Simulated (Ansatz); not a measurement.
**Al: start and end of a relaxation**

The guess for Al was made by a generator: 5-connected net of one element (Cmmm, No. 65). The dimensions are guesses.

start.xyz

```xyz
6
Lattice="2.4444 -2.9872 0.0000 2.4444 2.9872 0.0000 0.0000 0.0000 7.3794" Properties=species:S:1:pos:R:3 pbc="T T T"
Al    2.4444    1.7451    4.9275
Al    2.4444   -1.7451    4.9275
Al    2.4444   -1.7451    2.4519
Al    2.4444    1.7451    2.4519
Al    2.4444    1.2415    0.0000
Al    2.4444   -1.2415    0.0000
```

Method: Ansatz, DFT PBE, scalar-relativistic, plane waves, PAW. Cutoff 420 eV, Gaussian smearing, Γ-centred meshes. Cell and atoms relax first on a coarse mesh and then on a finer one. In between, the cell is made exact in the group found at 0.06 Å. In metals the finer mesh still leaves noise of several meV/atom or more. The steps can't lower the symmetry of their start. No spin polarisation.

end.xyz

```xyz
1
Lattice="2.7217 0.0000 0.0000 0.0000 2.7217 0.0000 0.0000 0.0000 2.7217" Properties=species:S:1:pos:R:3 pbc="T T T"
Al    1.3608    1.3608    1.3608
```

The symmetry goes from Cmmm (No. 65) to Pm-3m (No. 221), and the primitive cell from 6 to 1 atom. The end has the simple cubic type. The volume per atom grows by 12.2 %, from 18.0 to 20.2 Å³. The shortest distance goes from 2.48 Å (Al–Al) to 2.72 Å (Al–Al). The energy falls by about 0.34 eV/atom (the start's value is from the coarse mesh). The end is written in a standard setting, so origin, axes and order of atoms can differ from the start's.

For Al, the volume per atom is 20.16 Å³, the density is 2.22 g/cm³ and the energy over the standard state is +0.37 eV/atom. The gap on the 20×20×20 mesh of the 1-atom cell is 0 eV (a metal).

Energies count from the standard state of Al at the same level. So it is a metastable form at best.

The last run used Gaussian smearing of 0.10 eV. Symmetry constrained the relaxation, so the result can be a saddle point. In all, the 3 runs took 61 s on 1 thread of Intel(R) Xeon(R) Platinum 8259CL CPU @ 2.50GHz (Skylake/Cascade Lake) (shared host). Another cell of Al relaxed alike, in Immm, lies 291 meV/atom lower, so this cell isn't the stable form at this level.
